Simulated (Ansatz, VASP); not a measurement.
Zr4B in VASP and in Ansatz

```
Zr B
1.0
    -2.83285    2.83285    2.83285
     2.83285   -2.83285    2.83285
     2.83285    2.83285   -2.83285
Zr B
4 1
Direct
  0.50000 0.50000 0.50000
  0.00000 0.00000 0.50000
  0.00000 0.50000 0.00000
  0.50000 0.00000 0.00000
  0.00000 0.00000 0.00000
```

Alike in both runs: task relaxation of cell and atoms; functional PBE; k mesh 4 × 4 × 4; occupations gaussian, width 0.1 eV; no spin polarisation.

|  | VASP | Ansatz |
| --- | --- | --- |
| version | VASP 6.6.1 | Ansatz 0.2.0 |
| potentials or method | VASP PAW PBE potentials, release 64 (Zr_sv, B) | scalar-relativistic, plane waves, PAW |
| plane-wave cutoff (eV) | 600 | 420 |
| valence electrons in the cell | 51 | 51 |

|  | VASP | Ansatz | Ansatz less VASP |
| --- | --- | --- | --- |
| gap on the k mesh at the Fermi level, each at its own relaxed structure (eV) | none | none | - |
| relaxed volume (Å³/atom) | 20.60 | 20.60 | +0.006 |
| relaxed cell length with the largest relative difference (Å) | 5.114 | 5.115 | +0.0005 |
| energy change over the relaxation (meV/atom) | -100 | -99 | +1.1 |

A gap of «none» marks a metal or a gap that the smearing closes.

Caveats: the k mesh is coarse (spacing up to 0.39 Å⁻¹), so the values aren't converged.
